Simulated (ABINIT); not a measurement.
A run of ABINIT 10.8.3 (patched build) is set up as follows.

File run.abi:

```
ndtset 2

pp_dirpath "./"
pseudos "N.upf, B.upf"

acell 3*1.0
rprim
     0.0000000000     3.4260753537     3.4260753537
     3.4260753537     0.0000000000     3.4260753537
     3.4260753537     3.4260753537     0.0000000000
ntypat 2
znucl 7 5
natom 2
typat 1 2
xcart
     0.9065005000     0.9065005000     0.9065005000
     0.0000000000     0.0000000000     0.0000000000 Angstrom

ecut 1360.569312 eV

ixc -497498
usekden 1
nc_xccc_gspace 1
boxcutmin 3.0

occopt 3
tsmear 0.05 eV

nstep 100

iomode 3
prtwf 0
prteig 0
prtebands 0
enunit 1
prtden1 1
prtkden1 1

kptopt1 1
ngkpt1 13 13 13
nshiftk1 1
shiftk1 0.0 0.0 0.0
nband1 8
tolvrs1 1.0e-9

iscf2 -2
getden2 1
getkden2 1
nband2 14
nbdbuf2 4
tolwfr2 1.0e-11
kptopt2 -9
ndivsm2 8
prteig2 1
kptbounds2
     0.0000000000     0.0000000000     0.0000000000
     0.5000000000     0.0000000000     0.5000000000
     0.5000000000     0.2500000000     0.7500000000
     0.3750000000     0.3750000000     0.7500000000
     0.0000000000     0.0000000000     0.0000000000
     0.5000000000     0.5000000000     0.5000000000
     0.6250000000     0.2500000000     0.6250000000
     0.5000000000     0.2500000000     0.7500000000
     0.5000000000     0.5000000000     0.5000000000
     0.3750000000     0.3750000000     0.7500000000
```

Potentials or basis: PseudoDojo NC SR PBE v0.4.1 standard.

Command:

```console
$ mpirun --bind-to none -np 4 abinit run.abi > log 2>&1
```

**Question.** What does it give for the band gap on the k mesh?

**Answer.** 4.93 eV, indirect (least direct gap 9.49 eV).

**Question.** Predict the band gap along the path.

**Answer.** 4.85 eV, indirect (least direct gap 9.49 eV).

Levels at the corners of the path, in eV from the valence-band top:
```csv
point,band 2,band 3,band 4,band 5,band 6,band 7
Γ,0.00,0.00,0.00,9.49,9.49,9.49
X,-9.45,-5.10,-5.10,4.85,9.55,19.14
W,-8.15,-7.19,-6.68,10.31,13.97,15.12
K,-8.66,-7.89,-4.24,7.37,13.45,16.88
Γ,0.00,0.00,0.00,9.49,9.49,9.49
L,-11.15,-2.02,-2.02,10.21,11.45,11.45
U,-8.66,-7.89,-4.24,7.37,13.45,16.88
W,-8.15,-7.19,-6.68,10.31,13.97,15.12
L,-11.15,-2.02,-2.02,10.21,11.45,11.45
K,-8.66,-7.89,-4.24,7.37,13.45,16.88
```

Caveat: a meta-GGA on potentials with a model core is unreliable; the potentials were made for another functional, which shifts forces and pressure. r2SCAN opens gaps a little over a GGA but as a rule still falls short of measured ones.
